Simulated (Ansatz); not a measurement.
Structures of TiO2: which is lowest?

Plane-wave DFT in Ansatz with scalar-relativistic PAW potentials, cutoff 420 eV, Γ-centred meshes chosen by cell and gap, Gaussian smearing with energies taken to zero width. Every cell was relaxed (cell and atoms) in a run of its own, within the symmetry of its start. Functional: PBEsol.

Relaxed structures (starts from databases or built by putting these elements on another compound's sites):
A. C2/m, 12 atoms in the computed cell, a = 12.159 Å, b = 3.730 Å, c = 6.533 Å, β = 107.0°; sites (symmetry × multiplicity) Ti m × 4 + m × 4, O m × 4 + m × 4 + m × 4 + m × 4; start: database
B. Pbca, 24 atoms in the computed cell, a = 5.119 Å, b = 9.168 Å, c = 5.440 Å; sites (symmetry × multiplicity) Ti 1 × 8, O 1 × 8 + 1 × 8; start: database
C. P3_121, 9 atoms in the computed cell, a = 5.702 Å, c = 6.261 Å; sites (symmetry × multiplicity) Ti .2. × 3, O 1 × 6; start: database
D. P4_2/mnm, 6 atoms in the computed cell, a = 4.591 Å, c = 2.939 Å; sites (symmetry × multiplicity) Ti m.mm × 2, O m.2m × 4; start: database
E. I4_1/amd, 6 atoms in the computed cell, a = 3.770 Å, c = 9.554 Å; sites (symmetry × multiplicity) Ti -4m2 × 4, O 2mm. × 8; start: database
F. Pbcn, 12 atoms in the computed cell, a = 4.537 Å, b = 5.496 Å, c = 4.879 Å; sites (symmetry × multiplicity) Ti .2. × 4, O 1 × 8; start: database
G. P-3m1, 3 atoms in the computed cell, a = 2.958 Å, c = 5.044 Å; sites (symmetry × multiplicity) Ti -3m. × 1, O 3m. × 2; start: built

Q: Rank them by energy. Could pressure change the order?

A:
```csv
structure,group,E − E(lowest) (meV/atom),V (Å³/atom),gap on mesh (eV)
E,I4_1/amd,0.0,11.31,2.15
A,C2/m,1.4,11.81,2.82
B,Pbca,7.3,10.64,2.34
F,Pbcn,13.6,10.14,2.66
D,P4_2/mnm,21.0,10.33,1.87
C,P3_121,123,19.59,3.44
G,P-3m1,150,12.74,2.68
```

E and A are level within the 2 meV/atom that separate runs leave open. B is denser by 0.68 Å³/atom, so pressure favours it: ΔE/ΔV, with ΔE in eV and 1 eV/Å³ = 160.2 GPa, gives about 1.7 GPa for equal enthalpy if both cells were rigid, a rough figure since the two compress differently. Other structures may lie lower than all of these, and vibrations aren't counted.